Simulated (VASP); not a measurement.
# CoO (P3m1) in VASP: a series of runs, part 2 of 2

VASP 6.6.1. The steps go on from the part before.

### Step 5. Single point, PBE, collinear spin, ferromagnetic start

INCAR

```
PREC = Accurate
ENCUT = 350
EDIFF = 1E-6
ISMEAR = 0
SIGMA = 0.05
LREAL = F
LASPH = T
NELM = 100
ALGO = Normal
ISIF = 2
LWAVE = F
LCHARG = F
ISPIN = 2
MAGMOM = 2 2 0 0
LORBIT = 11
LMAXMIX = 4
GGA = PE
NBANDS = 27
ADDGRID = F
```

KPOINTS

```
Automatic mesh
0
Gamma
  4 4 2
```

POSCAR

```
CoO
1.0
    3.1976457435      0.0000000000      0.0000000000
   -1.5988228718      2.7692424462      0.0000000000
    0.0000000000      0.0000000000      5.2287097100
Co O
2 2
Direct
    0.3333333333      0.6666666667      0.5033624100
    0.0000000000      0.0000000000      0.0034741400
    0.3333333333      0.6666666667      0.8715556000
    0.0000000000      0.0000000000      0.3716088500
```

Potentials or basis: VASP PAW PBE potentials, release 64 (Co, O).

Launch:

```console
$ cat potpaw_PBE.64/Co/POTCAR potpaw_PBE.64/O/POTCAR > POTCAR
$ mpirun -np 1 vasp_std > vasp.out
```

OUTCAR:

```text
PREC = Accurate
   ENCUT = 350
   EDIFF = 1E-6
   ISMEAR = 0
   LREAL = F
   LASPH = T
   NELM = 100
   ISIF = 2
   ISPIN = 2
   LORBIT = 11
   GGA = PE

 Found      8 irreducible k-points:

 Following reciprocal coordinates:
            Coordinates               Weight
  0.000000  0.000000  0.000000      1.000000
  0.250000  0.000000  0.000000      6.000000
  0.500000  0.000000  0.000000      3.000000
  0.250000  0.250000  0.000000      6.000000
  0.000000  0.000000  0.500000      1.000000
  0.250000  0.000000  0.500000      6.000000
   k-points           NKPTS =      8   k-points in BZ     NKDIM =      8   number of bands    NBANDS=     27
   number of dos      NEDOS =    301   number of ions     NIONS =      4
   total plane-waves  NPLWV =  12800
   dimension x,y,z NGX =    20 NGY =   20 NGZ =   32
   dimension x,y,z NGXF=    40 NGYF=   40 NGZF=   64
   ions per type =               2   2
   NGX,Y,Z   is equivalent  to a cutoff of  10.40, 10.40, 10.17 a.u.
   NGXF,Y,Z  is equivalent  to a cutoff of  20.80, 20.80, 20.35 a.u.
 SYSTEM =  unknown system
   PREC   = accura    normal or accurate (medium, high low for compatibility)
   ISTART =      0    job   : 0-new  1-cont  2-samecut
   ICHARG =      2    charge: 1-file 2-atom 10-const
   ISPIN  =      2    spin polarized calculation?
   LNONCOLLINEAR =      F non collinear calculations
   LSORBIT =      F    spin-orbit coupling
   LASPH  =      T    aspherical Exc in radial PAW
   ENCUT  =  350.0 eV  25.72 Ry    5.07 a.u.   4.88  4.88  7.98*2*pi/ulx,y,z
   NELM   =    100;   NELMIN=  2; NELMDL= -5     # of ELM steps
   EDIFF  = 0.1E-05   stopping-criterion for ELM
[... 8 lines left out ...]
   TEBEG  =    0.0;   TEEND  =   0.0 temperature during run
   PSTRESS=    0.0 pullay stress
   NELECT =      30.0000    total number of electrons
   NUPDOWN=      -1.0000    fix difference up-down
   EMIN   =  10.00;   EMAX   =-10.00  energy-range for DOS
   EFERMI =   0.00;   METHOD = LEGACY
   ISMEAR =     0;   SIGMA  =   0.05  broadening in eV -4-tet -1-fermi 0-gaus
   EFERMI_NEDOS =   21; number of points for ismear=-14 and -15
   IALGO  =     38    algorithm
   IMIX   =      4    mixing-type and parameters
     AMIX     =   0.40;   BMIX     =  1.00
     AMIX_MAG =   1.60;   BMIX_MAG =  1.00
  volume/ion in A,a.u.               =      11.58        78.11
  Fermi-wavevector in a.u.,A,eV,Ry     =   1.416620  2.677023 27.304329  2.006812
[... 31 lines left out ...]
 fundamental gap:      0.1762464520
 Fermi energy:         6.0873755148

 spin component 1

 k-point     1 :       0.0000    0.0000    0.0000
  band No.  band energies     occupation
      1     -13.9992      1.00000
      2     -13.3760      1.00000
      3      -1.0238      1.00000
      4      -0.2333      1.00000
      5      -0.0707      1.00000
      6      -0.0707      1.00000
[... 169 lines left out ...]
     26      19.7167      0.00000
     27      22.6438      0.00000

 [... further k-points ...]

 spin component 2

 k-point     1 :       0.0000    0.0000    0.0000
  band No.  band energies     occupation
      1     -13.4491      1.00000
      2     -12.7952      1.00000
      3      -0.4811      1.00000
      4       1.0578      1.00000
      5       1.2271      1.00000
      6       1.2271      1.00000
[... 169 lines left out ...]
     26      20.3869      0.00000
     27      23.2930      0.00000

 [... further k-points ...]

------------------------ aborting loop because EDIFF is reached ----------------------------------------

  FORCE on cell =-STRESS in cart. coord.  units (eV):
  Direction    XX          YY          ZZ          XY          YZ          ZX
  --------------------------------------------------------------------------------------
  -------------------------------------------------------------------------------------
  Total       -3.4338300     -3.4338300     -3.0618584      0.0000000      0.0000000      0.0000000
  in kB     -118.8238195   -118.8238195   -105.9521630      0.0000000      0.0000000      0.0000000
  external PRESSURE =    -114.5332674 kB  Pullay stress =       0.0000000 kB

 VOLUME and BASIS-vectors are now :
 -----------------------------------------------------------------------------
  energy-cutoff  :      350.00
  volume of cell :       46.30
      direct lattice vectors                 reciprocal lattice vectors
     3.197645743  0.000000000  0.000000000     0.312730077  0.180554794  0.000000000
    -1.598822872  2.769242446  0.000000000     0.000000000  0.361109588  0.000000000
     0.000000000  0.000000000  5.228709710     0.000000000  0.000000000  0.191251773

 POSITION                                       TOTAL-FORCE (eV/Angst)
 -----------------------------------------------------------------------------------
     -0.00000      1.84616      2.63194         0.000000     -0.000000     -0.240521
      0.00000      0.00000      0.01817        -0.000000      0.000000     -0.245680
     -0.00000      1.84616      4.55711         0.000000      0.000000      0.243585
      0.00000      0.00000      1.94303        -0.000000      0.000000      0.242616
 -----------------------------------------------------------------------------------
    total drift:                               -0.000001     -0.000004     -0.000034

  FREE ENERGIE OF THE ION-ELECTRON SYSTEM (eV)
  ---------------------------------------------------
  free  energy   TOTEN  =       -26.6870223369 eV

  energy  without entropy=      -26.6836356889  energy(sigma->0) =      -26.68532901

 total charge

# of ion       s       p       d       tot
------------------------------------------
    1        0.348   0.435   7.180   7.962
    2        0.347   0.434   7.180   7.962
    3        1.604   3.486   0.000   5.091
    4        1.604   3.487   0.000   5.091
--------------------------------------------------
tot          3.904   7.842  14.360  26.106

 magnetization (x)

# of ion       s       p       d       tot
------------------------------------------
    1        0.018   0.059   2.426   2.504
    2        0.018   0.059   2.427   2.504
    3        0.022   0.290   0.000   0.313
    4        0.022   0.290   0.000   0.313
--------------------------------------------------
tot          0.080   0.699   4.853   5.632
```

OSZICAR:

```text
N       E                     dE             d eps       ncg     rms          rms(c)
DAV:   1     0.206375893858E+03    0.20638E+03   -0.10556E+04   872   0.972E+02
DAV:   2    -0.111760051916E+02   -0.21755E+03   -0.19622E+03   891   0.268E+02
DAV:   3    -0.314624037103E+02   -0.20286E+02   -0.19355E+02  1011   0.942E+01
DAV:   4    -0.318109533717E+02   -0.34855E+00   -0.34781E+00   964   0.132E+01
DAV:   5    -0.318222728027E+02   -0.11319E-01   -0.11319E-01  1114   0.216E+00    0.243E+01
DAV:   6    -0.302256040646E+02    0.15967E+01   -0.38205E+01  1136   0.880E+01    0.305E+01
DAV:   7    -0.265825589549E+02    0.36430E+01   -0.10558E+01  1024   0.711E+01    0.111E+01
DAV:   8    -0.267104034485E+02   -0.12784E+00   -0.16539E+00  1096   0.950E+00    0.663E+00
DAV:   9    -0.266746110400E+02    0.35792E-01   -0.11321E+00  1336   0.139E+01    0.453E+00
DAV:  10    -0.266804706886E+02   -0.58596E-02   -0.88469E-01  1272   0.126E+01    0.248E+00
DAV:  11    -0.266923161225E+02   -0.11845E-01   -0.11978E-01  1229   0.493E+00    0.108E+00
DAV:  12    -0.266862196988E+02    0.60964E-02   -0.28816E-02  1244   0.229E+00    0.263E-01
DAV:  13    -0.266869587127E+02   -0.73901E-03   -0.57758E-03   988   0.604E-01    0.143E-01
DAV:  14    -0.266869153361E+02    0.43377E-04   -0.27158E-04  1110   0.167E-01    0.870E-02
DAV:  15    -0.266869907482E+02   -0.75412E-04   -0.15308E-04   951   0.103E-01    0.592E-02
DAV:  16    -0.266870189267E+02   -0.28178E-04   -0.48278E-05  1058   0.737E-02    0.229E-02
DAV:  17    -0.266870214579E+02   -0.25312E-05   -0.10977E-05  1030   0.338E-02    0.132E-02
DAV:  18    -0.266870223369E+02   -0.87901E-06   -0.33108E-06   750   0.193E-02
   1 F= -.26687022E+02 E0= -.26685329E+02  d E =-.338665E-02  mag=     5.8770
```

stdout:

```text
POSCAR found type information on POSCAR CoO
 POSCAR found :  2 types and       4 ions
 scaLAPACK will be used
 LDA part: xc-table for (Slater+PW92), standard interpolation
 POSCAR, INCAR and KPOINTS ok, starting setup
 FFT: planning ... GRIDC
 FFT: planning ... GRID_SOFT
 FFT: planning ... GRID
 WAVECAR not read
 entering main loop
```

Run time: 10 s. Hardware: 1 thread of Intel Xeon 6975P-C (Granite Rapids), shared host; peak memory 0.14 GiB.

The run converged, but a check on its numbers failed (symmetry, net force, bounds or a known fault of this set-up), so they aren't taken as properties of the crystal.

Caveat: the k mesh is coarse (spacing up to 0.60 Å⁻¹), so the values aren't converged; the cutoff lies under the usual one of these potentials, so the numbers hold a large basis-set error; semilocal functionals often make such compounds metallic where correlation or magnetic order opens a gap, which also shifts bond lengths.
